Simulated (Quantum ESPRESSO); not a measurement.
## Tc in Quantum ESPRESSO: the effect of target pressure

Tc:

```xyz
2
Lattice="2.7400 0.0000 0.0000 -1.3700 2.3729 0.0000 0.0000 0.0000 4.3980" Properties=species:S:1:pos:R:3 pbc="T T T"
Tc    1.3700    0.7910    3.2985
Tc    0.0000    1.5819    1.0995
```

Alike in all runs:

```yaml
Program: Quantum ESPRESSO 7.5
Task: phonons
Functional: PBEsol
Potentials_or_basis: GBRV 1.5 PBEsol
Cutoff: 612 eV
Density_cutoff: 4898 eV
k_mesh: 9 × 9 × 5
Occupations: cold, width 0.2 eV
Spin: no spin polarisation
```

Each run relaxes the cell or the atoms first.

| target pressure | relaxed volume (Å³/atom) | highest phonon frequency (cm⁻¹) |
| --- | --- | --- |
| -3 GPa | 14.12 | 155 |
| 0 GPa | 13.99 | 158 |
| 3 GPa | 13.86 | 160 |
| 8 GPa | 13.66 | 163 |
| 15 GPa | ? | ? |

Q: What does the run with target pressure 15 GPa give?

A: Relaxed volume 13.41 Å³/atom; highest phonon frequency 167 cm⁻¹.

Worked out: In Murnaghan's law V^(-B') rises as a straight line in P. The other rows fit best with B' = 3.0, V0 = 13.99 Å³/atom and B0 = 324 GPa, which gives 13.40 Å³/atom at 15 GPa, against the run's 13.41. A straight line through the other rows of the highest phonon frequency, of slope 0.712 cm⁻¹ per GPa, extrapolates to 168 cm⁻¹, against the run's 167.

Caveats: the mesh is thin for the phonons of a metal; the cell is more than 3 GPa from zero pressure, which shifts response properties (some runs).
